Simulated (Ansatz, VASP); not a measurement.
# Si: VASP beside Ansatz

Contents of INCAR:

```
PREC     = Accurate       # precision mode
ENCUT    = 520            # plane-wave cutoff, eV
EDIFF    = 1E-6           # SCF threshold, eV
ISMEAR   = 0              # smearing method
SIGMA    = 0.05           # smearing width, eV
LREAL    = F              # projectors in reciprocal space
LASPH    = T              # aspherical terms in the spheres
NELM     = 60             # most SCF steps
ALGO     = Normal         # electronic algorithm
ISIF     = 2              # what is computed and relaxed
LWAVE    = F              # write WAVECAR
LCHARG   = T              # write CHGCAR
GGA      = PS             # functional
LELF     = T              # ELF
LVHAR    = T            
NBANDS   = 11             # bands
```

Contents of KPOINTS:

```
regular mesh
0
Gamma
  20 20 20
```

File POSCAR:

```
Si
1.0
   -2.3196484957      2.3196484957      1.2652699547
    2.3196484957     -2.3196484957      1.2652699547
    2.3196484957      2.3196484957     -1.2652699547
Si
2
Direct
    0.0000000000      0.0000000000      0.0000000000
    0.7500000000      0.2500000000      0.5000000000
```

Input for Ansatz:

```yaml
crystal:
  lattice:
    - [-2.3196484957, 2.3196484957, 1.2652699547]
    - [2.3196484957, -2.3196484957, 1.2652699547]
    - [2.3196484957, 2.3196484957, -1.2652699547]
  atoms:
    - { symbol: Si, position: [0.0, 0.0, 0.0] }
    - { symbol: Si, position: [0.75, 0.25, 0.5] }
scf:
  occupations: { method: gaussian, width: 0.05 }
output:
  forces: true
  stress: true
  eigenvalues: true
  write_density: true
  write_potential: true
  elf: true
  volumetric_format: npy
hamiltonian:
  xc: pbesol
basis:
  ecutwfc: 450
kpoints:
  mp_grid: { grid: [20, 20, 20] }
```

Alike in both runs: task single point; functional PBEsol; k mesh 20 × 20 × 20; occupations gaussian, width 0.05 eV; no spin polarisation.

|  | VASP | Ansatz |
| --- | --- | --- |
| version | VASP 6.6.1 | Ansatz 0.2.0 |
| potentials or method | VASP PAW PBE potentials, release 64 (Si) | scalar-relativistic, plane waves, PAW |
| plane-wave cutoff (eV) | 520 | 450 |
| valence electrons in the cell | 8 | 8 |

|  | VASP | Ansatz | Ansatz less VASP |
| --- | --- | --- | --- |
| gap on the k mesh at the Fermi level (eV) | none | none | - |
| pressure (GPa) | 14.2 | 14.0 | -0.20 |
| largest component of the traceless stress (GPa) | 0.05 | 0.03 | -0.026 |

A gap of «none» marks a metal or a gap that the smearing closes.

Caveats: the PAW data sets were made with another functional, which shifts forces and pressure a little (VASP).
